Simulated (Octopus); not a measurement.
AlCu: equation of state with PBEsol

AlCu:

```
Cu Al
1.0
     2.99751    0.00000    0.00000
     0.00000    2.99751    0.00000
     0.00000    0.00000    2.99751
Cu Al
1 1
Direct
  0.50000 0.50000 0.50000
  0.00000 0.00000 0.00000
```

The cell comes from a database or a generator and needn't be the stable form of this composition.

```json
{
  "Program": "Octopus 16.4",
  "Task": "equation of state",
  "Functional": "PBEsol",
  "Potentials or basis": "pseudodojo_pbesol (PseudoDojo 0.4, PBEsol)",
  "k mesh": "9 × 9 × 9",
  "Occupations": "fermi-dirac, width 0.05 eV",
  "Spin": "no spin polarisation",
  "Eigensolver": "chebyshev_filter",
  "Volume scales": "[0.94, 0.96, 0.98, 1.0, 1.02, 1.04, 1.06]",
  "k-point symmetries used": "yes",
  "ConvRelDens": "3e-07",
  "ExtraStates": "8",
  "DerivativesOrder": "8"
}
```

```json
{"Equilibrium volume": "12.88 Å³/atom (rough: see the caveat)", "Bulk modulus": "105 GPa (rough)"}
```

Energy against volume, from the lowest point:
| volume (Å³/atom) | energy (meV/atom) |
| --- | --- |
| 12.658 | 2.21 |
| 12.928 | 0.00 |
| 13.197 | 3.62 |
| 13.466 | 9.77 |
| 13.736 | 18.14 |
| 14.005 | 30.88 |
| 14.274 | 46.81 |

All runs of the series together: 20 min on 1 thread of Intel(R) Xeon(R) 6975P-C (Granite Rapids), with other jobs on the host.

Caveat: the fit is doubtful: noisy points or a state that changes with volume; the number of grid points is fixed, so the spacing changes with the cell, which shifts volumes and moduli.
